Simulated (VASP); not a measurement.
A run of VASP 6.6.1 is set up as follows.

The input INCAR:

```
SYSTEM = BN
PREC = Accurate
ENCUT = 600
EDIFF = 1E-7
ISMEAR = 0
SIGMA = 0.03
LREAL = .FALSE.
LASPH = .TRUE.
NELM = 80
ALGO = Normal
ISIF = 3
LWAVE = .FALSE.
LCHARG = .FALSE.
GGA = PE
IVDW = 12
IBRION = 2
NSW = 90
EDIFFG = -0.005
LATTICE_CONSTRAINTS = .TRUE. .TRUE. .FALSE.
KPAR = 2
```

File KPOINTS:

```
Automatic mesh
0
G
  15 15 1
  0 0 0
```

Contents of POSCAR:

```
BN                                      
1.0
    2.5075257224     -0.0000000000      0.0000000000
   -1.2537628612      2.1715809715      0.0000000000
    0.0000000000      0.0000000000     21.3178500000
  B               N             
     2     2
Direct
     0.6666666699999979    0.3333333300000021    0.4222087867150437
     0.3333333300000021    0.6666666699999979    0.5777912132849564
     0.3333333300000021    0.6666666699999979    0.4221230661204577
     0.6666666699999979    0.3333333300000021    0.5778769338795422
```

Potentials or basis: VASP PAW PBE potentials, release 64 (B, N).

Command:

```bash
$ cat potpaw_PBE.64/B/POTCAR potpaw_PBE.64/N/POTCAR > POTCAR
$ mpirun -np 2 vasp_std > vasp.out
```

(1) Predict the band gap on the k mesh.

(2) Predict the dispersion energy per atom.

Results:

(1) 4.53 eV, indirect (least direct gap 4.72 eV).

(2) -0.106 eV.
